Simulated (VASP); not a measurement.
The system is Zn.

```
Zn
1.0
     2.67000    0.00000    0.00000
    -1.33500    2.31229    0.00000
     0.00000    0.00000    4.96600
Zn
2
Direct
  0.66667 0.33333 0.75000
  0.33333 0.66667 0.25000
```

Base run:

* Program: VASP 6.6.1
* Functional: PBE
* Potentials or basis: VASP PAW PBE potentials, release 54 (Zn)
* Cutoff: 520 eV
* k mesh: 11 × 11 × 6
* Occupations: gaussian, width 0.05 eV
* Spin: no spin polarisation

Its results: pressure -0.1 GPa.

The run is repeated on the same cell with these changes: cutoff from 520 eV to 500 eV; dispersion from none to TS. What comes out?

Pressure -5.4 GPa.

Caveats: atom-pairwise D2, TS and ULG terms overbind metals (some runs); pairwise dispersion overbinds metals, which lowers pressure and volume (some runs).
